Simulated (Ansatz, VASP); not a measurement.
**One calculation of Al, two programs**

```
CELL_PARAMETERS angstrom
0.00000 2.02481 2.02481
2.02481 0.00000 2.02481
2.02481 2.02481 0.00000
ATOMIC_POSITIONS crystal
Al 0.00000 0.00000 0.00000
```

Alike in both runs: task relaxation of cell and atoms; functional PBE; dispersion D3(BJ); k mesh 18 × 18 × 18; occupations gaussian, width 0.1 eV; no spin polarisation.

```csv
,VASP,Ansatz
version,VASP 6.6.1,Ansatz 0.2.0
potentials or method,"VASP PAW PBE potentials, release 64 (Al)","scalar-relativistic, plane waves, PAW"
plane-wave cutoff (eV),600,420
valence electrons in the cell,3,3
```

```csv
,VASP,Ansatz,Ansatz less VASP
"gap on the k mesh at the Fermi level, each at its own relaxed structure (eV)",none,none,-
relaxed volume (Å³/atom),15.78,15.79,+0.014
relaxed cell length with the largest relative difference (Å),2.815,2.816,+0.0008
energy change over the relaxation (meV/atom),-10,-10,+0.2
```

A gap of «none» marks a metal or a gap that the smearing closes.

Caveats: pairwise dispersion overbinds metals, which lowers pressure and volume.
